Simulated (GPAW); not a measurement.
Write an ASE script for GPAW 26.7.0 that does the following.

```yaml
Task: single point
Functional: PBE
Potentials_or_basis: GPAW PAW data sets (gpaw-data 1.2.1)
Cutoff: 800 eV
Basis: pw
k_mesh: 10 × 10 × 10
Occupations: gaussian, width 0.028 eV
Spin: no spin polarisation
Maxiter: 150
```

BAs:

```
As B
1.0
     0.00000    2.38850    2.38850
     2.38850    0.00000    2.38850
     2.38850    2.38850    0.00000
As B
1 1
Direct
  0.75000 0.75000 0.75000
  0.00000 0.00000 0.00000
```

One way to write it, as run:

run.py

```python
from ase import Atoms
from ase.dft.bandgap import bandgap
from ase.io import write
from ase.units import GPa
from gpaw import GPAW, PW

atoms = Atoms(['As', 'B'],
              cell=[[0.0, 2.3885, 2.3885],
                    [2.3885, 0.0, 2.3885],
                    [2.3885, 2.3885, 0.0]],
              scaled_positions=[[0.75, 0.75, 0.75],
                                [0.0, 0.0, 0.0]],
              pbc=True)

calc = GPAW(mode=PW(800),
            xc='PBE',
            kpts={'size': (10, 10, 10), 'gamma': True},
            occupations={'name': 'methfessel-paxton', 'order': 0, 'width': 0.028000000000000004},
            nbands=11,
            convergence={'density': 1e-05, 'energy': 1e-05},
            maxiter=150,
            txt='gpaw.txt')
atoms.calc = calc
energy = atoms.get_potential_energy()
forces = atoms.get_forces()
stress = atoms.get_stress()
calc.write('gs.gpw')
write('result.traj', atoms)
print(f'Energy: {energy:.6f} eV')
print('Forces (eV/A):')
print(forces.round(4))
print('Stress (GPa):', (stress / GPa).round(3))
print('Fermi level:', round(calc.get_fermi_level(), 4), 'eV')
print(f'Gap: {bandgap(calc)[0]:.4f} eV, direct: {bandgap(calc, direct=True)[0]:.4f} eV')
```

Potentials or basis: GPAW PAW data sets (gpaw-data 1.2.1), pw.

Run with:

```sh
$ OMP_NUM_THREADS=1 python run.py
```

It gave:

```
Pressure               : 3.3 GPa
Band gap on the k mesh : 1.18 eV, indirect (least direct gap 3.29 eV)
```

Wall time 13 s on 1 thread of Arm Neoverse V2 (shared host), peak memory 0.16 GiB.
